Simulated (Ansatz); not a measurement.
# FeSi (Pm-3m): energy and pressure against volume

Aim: energy and pressure of FeSi (Pm-3m) over a wide range of volumes, and a fit.

Program: Ansatz 0.2.0. Level of theory: DFT PBEsol, scalar-relativistic, plane waves, PAW. These are calculated values, not measurements.

## Step 1: The starting structure

Symmetry: Pm-3m, No. 221, cubic system. Conventional cell: a = 2.732 Å, b = 2.732 Å, c = 2.732 Å, α = 90.00°, β = 90.00°, γ = 90.00°. Around Fe (site symmetry m-3m) lie 8 Si at 2.37 Å. Si (site symmetry m-3m) has 8 Fe at 2.37 Å as nearest neighbours.

Structure file:

```cif
data_structure
_symmetry_space_group_name_H-M 'P 1'
_symmetry_Int_Tables_number 1
_cell_length_a 2.7320
_cell_length_b 2.7320
_cell_length_c 2.7320
_cell_angle_alpha 90.000
_cell_angle_beta 90.000
_cell_angle_gamma 90.000
_cell_volume 20.39
loop_
_atom_site_label
_atom_site_type_symbol
_atom_site_fract_x
_atom_site_fract_y
_atom_site_fract_z
_atom_site_occupancy
Fe1 Fe 0.00000 0.00000 0.00000 1
Si1 Si 0.50000 0.50000 0.50000 1
```

This cell comes from an earlier session at PBEsol: 10.196 Å³/atom at 0.00 GPa, on a 16×16×16 mesh.

## Step 2: Volume × 0.96

input.yaml reads:

```yaml
crystal:
  lattice:
    - [2.6951191537, 0.0, 0.0]
    - [0.0, 2.6951191537, 0.0]
    - [0.0, 0.0, 2.6951191537]
  atoms:
    - { symbol: Fe, position: [0.0, 0.0, 0.0] }
    - { symbol: Si, position: [0.5, 0.5, 0.5] }
basis:
  ecutwfc: 420
  ecutrho_ratio: 4
kpoints:
  mp_grid: { grid: [16, 16, 16] }
hamiltonian:
  xc: pbesol
scf:
  occupations: { method: gaussian, width: 0.05 }
output:
  forces: true
  stress: true
  eigenvalues: true
```

Run with:

```
$ ansatz run input.yaml --threads 1 --pin off --max-ram 2560MiB --backend cpu --events-out ev --progress --plain --runs-dir out
```

After this run come: Volume × 1.04; Volume × 0.92; Volume × 0.88; Volume × 0.84; Volume × 0.8; Volume × 0.76; Volume × 0.72.

Before running it: what results should come out? Wanted: range of pressure; V0; B0; B0′.

The runs gave:

```
         quantity              value
range of pressure  -9.5 to 176.4 GPa
         V0 (fit)      10.19 Å³/atom
         B0 (fit)            258 GPa
        B0′ (fit)               4.46
```

In words: A third-order Birch-Murnaghan fit follows the points with an rms miss of 0.17 meV/atom. The k mesh is not the same at all volumes. Symmetry fixes shape and sites, so only the volume changes. Other structures may be lower in enthalpy at these pressures. Spin polarisation wasn't allowed in this run.
